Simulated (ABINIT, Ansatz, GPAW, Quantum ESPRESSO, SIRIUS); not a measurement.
## One calculation of TiSi, 5 ways

```xyz
2
Lattice="1.8162 -2.1176 0.0000 1.8162 2.1176 0.0000 0.0000 0.0000 3.8039" Properties=species:S:1:pos:R:3 pbc="T T T"
Ti    1.8162    0.0000    0.0000
Si    0.0000    0.0000    1.9020
```

The cell comes from a database or a generator and needn't be the stable form of this composition.

Alike in all runs: task single point; functional PBEsol; k mesh 10 × 10 × 7; occupations fermi-dirac, width 0.05 eV; no spin polarisation; no spin-orbit coupling. Pressure is positive in compression and, in plane waves, holds the error of the finite cutoff.

| program and potentials | plane-wave cutoff (eV) | notes | pressure (GPa) |
| --- | --- | --- | --- |
| Ansatz, all-electron LAPW, scalar-relativistic | - | - | -4.32 |
| ABINIT, PseudoDojo NC SR PBEsol v0.4.1 standard | 1143 | - | -4.35 |
| SIRIUS, PseudoDojo 0.4.1 PBEsol standard (scalar relativistic) | 1152 | - | -4.35 |
| Quantum ESPRESSO, GBRV 1.5 PBEsol | 612 | - | -4.35 |
| GPAW, PAW data sets generated for this functional | 600 | - | -4.13 |

The pressure spans -4.35 (ABINIT, PseudoDojo NC SR PBEsol v0.4.1 standard) to -4.13 GPa (GPAW, PAW data sets generated for this functional), with all-electron results at -4.32.

The functional is the same throughout but for its coding, so the spread measures potentials, basis and numerics; runs on potential files found faulty are left out.
